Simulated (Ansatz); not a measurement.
## Cu2O with a Cu vacancy: gradients before and after relaxing the atoms

Start: a supercell of Cu2O (cuprite type, Pn-3m) built from a structure deposited in the COD (the entry's cell lengths or inner coordinates differ somewhat from later room-temperature determinations), with all atoms left at the host's positions.

```
CELL_PARAMETERS angstrom
8.52000 0.00000 0.00000
0.00000 8.52000 0.00000
0.00000 0.00000 8.52000
ATOMIC_POSITIONS crystal
Cu 0.12500 0.12500 0.62500
Cu 0.12500 0.62500 0.12500
Cu 0.12500 0.62500 0.62500
Cu 0.62500 0.12500 0.12500
Cu 0.62500 0.12500 0.62500
Cu 0.62500 0.62500 0.12500
Cu 0.62500 0.62500 0.62500
Cu 0.12500 0.37500 0.37500
Cu 0.12500 0.37500 0.87500
Cu 0.12500 0.87500 0.37500
Cu 0.12500 0.87500 0.87500
Cu 0.62500 0.37500 0.37500
Cu 0.62500 0.37500 0.87500
Cu 0.62500 0.87500 0.37500
Cu 0.62500 0.87500 0.87500
Cu 0.37500 0.37500 0.12500
Cu 0.37500 0.37500 0.62500
Cu 0.37500 0.87500 0.12500
Cu 0.37500 0.87500 0.62500
Cu 0.87500 0.37500 0.12500
Cu 0.87500 0.37500 0.62500
Cu 0.87500 0.87500 0.12500
Cu 0.87500 0.87500 0.62500
Cu 0.37500 0.12500 0.37500
Cu 0.37500 0.12500 0.87500
Cu 0.37500 0.62500 0.37500
Cu 0.37500 0.62500 0.87500
Cu 0.87500 0.12500 0.37500
Cu 0.87500 0.12500 0.87500
Cu 0.87500 0.62500 0.37500
Cu 0.87500 0.62500 0.87500
O 0.00000 0.00000 0.00000
O 0.00000 0.00000 0.50000
O 0.00000 0.50000 0.00000
O 0.00000 0.50000 0.50000
O 0.50000 0.00000 0.00000
O 0.50000 0.00000 0.50000
O 0.50000 0.50000 0.00000
O 0.50000 0.50000 0.50000
O 0.25000 0.25000 0.25000
O 0.25000 0.25000 0.75000
O 0.25000 0.75000 0.25000
O 0.25000 0.75000 0.75000
O 0.75000 0.25000 0.25000
O 0.75000 0.25000 0.75000
O 0.75000 0.75000 0.25000
O 0.75000 0.75000 0.75000
```

Atoms are numbered from 1 in the order listed; like atoms form one site, named after its first atom.

All values are calculated (Ansatz; DFT, PBE, plane waves and PAW, scalar-relativistic, collinear spin, 420 eV cutoff, Γ-centred 2×2×2 k-points, Fermi–Dirac smearing 0.01 eV), not measured. Start moments as typed (μB): 0 0 0 0 0 0 0 0 0 0 0 0 0 0 0 0 0 0 0 0 0 0 0 0 0 0 0 0 0 0 0 0.5 0 0 0 0 0 0 0 0.5 0 0 0 0 0 0 0 by atom.

The largest force at the start is 0.70 eV/Å. Relaxing the ions at fixed cell moves them by 0.175 Å at most (atom 32, O) and 0.054 Å rms.

```json
{"site": "Cu1", "atom": "1", "moved (Å)": "0.000", "first shell before": "2 O at 1.84 Å, angle 180°", "first shell after": "2 O at 1.85 Å, angle 180°", "V_zz before (10²¹ V/m²)": "-5.35", "η before": "0.18"}
{"site": "Cu3", "atom": "3", "moved (Å)": "0.000", "first shell before": "2 O at 1.84 Å, angle 180°", "first shell after": "2 O at 1.86 Å, angle 180°", "V_zz before (10²¹ V/m²)": "-5.20", "η before": "0.06"}
{"site": "Cu8", "atom": "8", "moved (Å)": "0.089", "first shell before": "2 O at 1.84 Å, angle 180°", "first shell after": "2 O at 1.83–1.87 Å, angle 177°", "V_zz before (10²¹ V/m²)": "-5.17", "η before": "0.18"}
{"site": "Cu9", "atom": "9", "moved (Å)": "0.025", "first shell before": "2 O at 1.84 Å, angle 180°", "first shell after": "2 O at 1.84 Å, angle 178°", "V_zz before (10²¹ V/m²)": "-4.85", "η before": "0.13"}
{"site": "Cu12", "atom": "12", "moved (Å)": "0.002", "first shell before": "2 O at 1.84 Å, angle 180°", "first shell after": "2 O at 1.84–1.85 Å, angle 180°", "V_zz before (10²¹ V/m²)": "-5.29", "η before": "0.14"}
{"site": "Cu13", "atom": "13", "moved (Å)": "0.033", "first shell before": "2 O at 1.84 Å, angle 180°", "first shell after": "2 O at 1.86 Å, angle 179°", "V_zz before (10²¹ V/m²)": "-5.15", "η before": "0.00"}
{"site": "O32", "atom": "32", "moved (Å)": "0.175", "first shell before": "3 Cu at 1.84 Å", "first shell after": "3 Cu at 1.83 Å", "V_zz before (10²¹ V/m²)": "-5.50", "η before": "0.00"}
{"site": "O33", "atom": "33", "moved (Å)": "0.006", "first shell before": "4 Cu at 1.84 Å", "first shell after": "4 Cu at 1.84–1.85 Å", "V_zz before (10²¹ V/m²)": "-0.17", "η before": "0.53"}
{"site": "O35", "atom": "35", "moved (Å)": "0.052", "first shell before": "4 Cu at 1.84 Å", "first shell after": "4 Cu at 1.86–1.87 Å", "V_zz before (10²¹ V/m²)": "-0.23", "η before": "0.16"}
{"site": "O39", "atom": "39", "moved (Å)": "0.005", "first shell before": "4 Cu at 1.84 Å", "first shell after": "4 Cu at 1.84–1.85 Å", "V_zz before (10²¹ V/m²)": "-0.30", "η before": "0.00"}
```

(1) How do the gradients change?

Results:

(1) 

| site | atom | V_zz after | η after | change of V_zz |
| --- | --- | --- | --- | --- |
| Cu1 | 1 | -5.16 | 0.21 | +0.19 |
| Cu3 | 3 | -4.83 | 0.09 | +0.37 |
| Cu8 | 8 | -4.88 | 0.16 | +0.29 |
| Cu9 | 9 | -4.93 | 0.16 | -0.08 |
| Cu12 | 12 | -5.21 | 0.12 | +0.08 |
| Cu13 | 13 | -4.78 | 0.02 | +0.37 |
| O32 | 32 | -3.86 | 0.00 | +1.64 |
| O33 | 33 | -0.43 | 0.79 | -0.26 |
| O35 | 35 | -0.23 | 0.20 | – |
| O39 | 39 | -0.24 | 0.00 | +0.06 |

The largest change of V_zz along a kept axis is on O32, from -5.50 to -3.86. In per cent, |V_zz| changes by -7 to +2 on Cu, -30 on O (all sites that start above 2). Where |V_zz| stays above 0.1 and the axes keep their order, η moves most on O33, from 0.53 to 0.79. On O35 the largest principal value lies along another axis in the second run, so the two V_zz can't be compared directly. The table leaves out 1 of the 11 sites, with |V_zz| up to 5.23; their tensors move by 0.04 at most along any direction. The statements above cover all sites. The host's own positions weren't relaxed first, so part of the change far from the defect can be the host's relaxation.

The defect repeats with the cell of 47 atoms, so it feels its images: sites between two images don't show the values beside a lone defect, and zeros or small values of η there can come from the images' arrangement. Cu carries a gradient in the pure host already, so the values there aren't the defect's effect alone. The defect cell has no gap above 0.1 eV on its mesh, so the values can hang on the smearing and the k-mesh. Semilocal functionals underestimate gradients at Cu(I) with two or three neighbours, in Cu₂O by a fifth to nearly a half. The start moments die out, and the run ends without spin.
Before: The neighbours have not yet relaxed around the defect (largest force 0.70 eV/Å), so a real crystal will differ.
After: The relaxation keeps the symmetry of the vacancy's site, so distortions that break it, Jahn–Teller ones too, aren't explored.
